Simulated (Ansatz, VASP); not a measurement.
## InSb in VASP and in Ansatz

```
In Sb
1.0
     0.00000    3.20719    3.30388
     3.20719    0.00000    3.30388
     3.20719    3.20719    0.00000
In Sb
1 1
Cartesian
  0.0000 0.0000 0.0000
  4.8108 4.8108 4.9558
```

Change from the starting cell: z stretched by +2 % at fixed volume.

Alike in both runs: task single point; functional PBE; k mesh 9 × 9 × 9; occupations fermi-dirac, width 0.05 eV; no spin polarisation.

|  | VASP | Ansatz |
| --- | --- | --- |
| version | VASP 6.6.1 | Ansatz 0.2.0 |
| potentials or method | VASP PAW PBE potentials, release 64 (In_d, Sb), cutoff 520 eV | all-electron LAPW, scalar-relativistic |

|  | VASP | Ansatz | Ansatz less VASP |
| --- | --- | --- | --- |
| pressure (GPa) | 3.1 | 3.1 | +0.04 |
| largest component of the traceless stress (GPa) | 0.54 | 0.54 | -0.001 |

Ansatz ran all-electron here, so the differences hold the error of VASP's frozen core and of both bases.

The runs have no spin-orbit coupling, so splittings on Sb are missing.
